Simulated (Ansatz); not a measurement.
**FeGe**

Level of theory: DFT, PBE with spin–orbit coupling, two-component spinors; plane waves to 420 eV with PAW datasets (Ansatz 0.2.0), 8×8×8 k-mesh, Gaussian smearing of 0.05 eV. The datasets are Ansatz's generated set soft_2.

```
Fe Ge
1.0
     4.95983    0.00000    0.00000
    -2.47991    4.29534    0.00000
     0.00000    0.00000    4.04658
Fe Ge
3 3
Direct
  0.50000 0.00000 0.00000
  0.50000 0.50000 0.00000
  0.00000 0.50000 0.00000
  0.00000 0.00000 0.00000
  0.33333 0.66667 0.50000
  0.66667 0.33333 0.50000
```

The chain of runs began from a structure of the Materials Project database, expanded in volume; all values here are this work's own. Such entries can be computed or ordered models and not known phases.

Magnetic state: ferromagnetic, site spin moments Fe 1.35 μB, along [001] (Cartesian), which lowers the symmetry.

Task: Which orbitals carry the states at the Fermi level, and how many states are there?

Result: Within 0.1 eV of it: Fe 3d 79 %, Ge 4p 17 % (shares among the projected shells). The density of states at the Fermi level is about 4.7 states/eV per cell, averaged over 0.3 eV.

Density of states (tetrahedra, averaged over 0.4 eV; states/eV per cell of 6 atoms; energy in eV from the Fermi level; projections on Löwdin-orthogonalised atomic orbitals, summed over sites):

```tsv
E	total	Fe 3d	Ge 4p	Ge 4s	Fe 4s	Fe 3p
-6.45	0.8	0.1	0.4	0.1	0.2	0.0
-6.05	1.0	0.2	0.5	0.1	0.2	0.0
-5.65	1.4	0.3	0.8	0.1	0.2	0.0
-5.25	2.7	0.7	1.6	0.1	0.3	0.0
-4.85	3.7	1.6	1.7	0.1	0.3	0.0
-4.45	3.3	1.5	1.4	0.2	0.2	0.0
-4.05	4.7	2.6	1.7	0.2	0.2	0.0
-3.65	3.7	2.2	1.3	0.1	0.1	0.0
-3.25	7.3	4.8	2.2	0.1	0.1	0.0
-2.85	7.2	5.2	1.7	0.1	0.1	0.0
-2.45	7.9	6.0	1.6	0.1	0.1	0.0
-2.05	6.9	5.6	1.1	0.0	0.0	0.0
-1.65	6.9	6.0	0.6	0.1	0.0	0.0
-1.25	8.8	8.0	0.4	0.1	0.0	0.0
-0.85	3.1	2.6	0.4	0.0	0.1	0.0
-0.45	3.4	2.8	0.4	0.1	0.1	0.0
-0.05	4.4	3.4	0.7	0.1	0.0	0.0
0.35	8.8	7.4	1.0	0.2	0.0	0.0
0.75	4.0	2.6	1.1	0.3	0.0	0.0
1.15	3.6	2.0	1.2	0.3	0.0	0.0
1.55	3.6	1.8	1.3	0.3	0.1	0.0
1.95	2.6	1.0	1.2	0.3	0.1	0.0
2.35	2.7	0.8	1.3	0.3	0.1	0.0
2.75	2.5	0.6	1.4	0.3	0.1	0.0
3.15	2.1	0.4	1.1	0.2	0.1	0.0
3.55	2.4	0.4	1.4	0.2	0.2	0.0
3.95	3.0	0.4	1.9	0.2	0.2	0.0
```

Site moments are of spin, integrated over Gaussian weights of 0.5 Å, which gives about a tenth less on f atoms than spheres do. No antiparallel order was tried.
